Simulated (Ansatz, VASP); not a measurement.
## Two plane-wave programs on Ba

```xyz
1
Lattice="3.9667 0.0000 0.0000 -1.9833 3.4352 0.0000 0.0000 0.0000 3.6003" Properties=species:S:1:pos:R:3 pbc="T T T"
Ba    0.0000    0.0000    0.0000
```

Change from the starting cell: strain -0.080 along x and y, -0.080 along z, atoms carried along.

Alike in both runs: task single point; functional LDA; k mesh 15 × 15 × 12; occupations gaussian, width 0.15 eV; no spin polarisation.

```csv
,VASP,Ansatz
version,VASP 6.6.1,Ansatz 0.2.0
potentials or method,"VASP PAW LDA potentials, release 64 (Ba_sv)","scalar-relativistic, plane waves, PAW"
plane-wave cutoff (eV),520,420
valence electrons in the cell,10,10
```

|  | VASP | Ansatz | Ansatz less VASP |
| --- | --- | --- | --- |
| gap on the k mesh at the Fermi level (eV) | none | none | - |
| pressure (GPa) | 0.8 | 0.5 | -0.27 |
| largest component of the traceless stress (GPa) | 0.59 | 0.43 | -0.152 |

A gap of «none» marks a metal or a gap that the smearing closes.

Spin-orbit coupling is left out, which matters for the levels of Ba.
